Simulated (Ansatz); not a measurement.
## Bi₂Te₂Se: experiment and calculation

**Experimental background.**

From “Low carrier concentration crystals of the topological insulator Bi2Te2Se”, 2011, arxiv:1112.1648, for a powder of Bi2Te2Se at 300 K: lattice constant a 4.3067 ± 0.0001 Å; lattice constant c 30.0509 ± 0.0013 Å.

How close the calculation comes is told below.

These are results of DFT r2SCAN, scalar-relativistic, plane waves, PAW (Ansatz 0.2.0), not measurements.

Cutoff 500 eV; k points 6×6×6 on the computed 5-atom cell (Γ-centred); Gaussian smearing, width 0.02 eV; no spin polarisation.

Relaxed structure, symmetry kept:

```
Bi Te Se
1.0
     2.16255    1.24855   10.59262
    -2.16255    1.24855   10.59262
     0.00000   -2.49710   10.59262
Bi Te Se
2 2 1
Direct
  0.60818 0.60818 0.60818
  0.39182 0.39182 0.39182
  0.21974 0.21974 0.21974
  0.78026 0.78026 0.78026
  0.00000 0.00000 0.00000
```

| Item | Value |
| --- | --- |
| Space group | R-3m (No. 166) |
| Volume per atom | 34.32 Å³ |
| Formation energy from the elements' standard states (uncorrected) | -0.343 eV/atom |
| Generalised Kohn–Sham band gap | 0.73 eV, direct at Γ |
| Löwdin character of the top 1 eV of the valence band | Te 5p 57 %, Se 4p 30 % |
| Löwdin character of the lowest 1 eV of the conduction band | Bi 6p 59 %, Te 5p 29 % |
| Electron masses at the edge by Cartesian direction of the standard setting (m_e; degenerate bands sorted by energy; no spin-orbit coupling) | x: 0.092; y: 0.092; z: 0.34 |
| Hole masses at the edge by Cartesian direction of the standard setting (m_e; degenerate bands sorted by energy; no spin-orbit coupling) | x: 0.51; y: 0.51; z: 0.28 |
| Electronic dielectric constant xx, yy, zz of the standard setting (independent particles) | 20.6, 20.6, 17.3 |
| Bader charges (e) | Bi (2 in the cell) 0.89, Te (2 in the cell) -0.45, Se (1 in the cell) -0.89 |

Spin-orbit coupling is left out, which matters for the bands of heavy elements. Each cell of Bi2Te2Se holds layers, and where no dispersion correction was added their binding is poorly described.

A measured lattice constant a of Bi2Te2Se is 4.3067 Å (300 K; powder; the paper above); the calculated 4.325 Å misses it by +0.4 %. A measured lattice constant c of Bi2Te2Se is 30.0509 Å (300 K; powder; the paper above); the calculated 31.778 Å misses it by +5.7 %. So large a difference can come from the functional (as between layers that it hardly binds), but also from another choice of axes, another phase or a misread value. 2 values of this kind are on record (29.94 to 30.0509 Å); this one was drawn at random, those with a stated uncertainty first. The calculation is for 0 K without zero-point motion.

Cost: 12 runs of about 43 core-minutes in all, on Intel Xeon Processor @ 2.70GHz (shared hosts).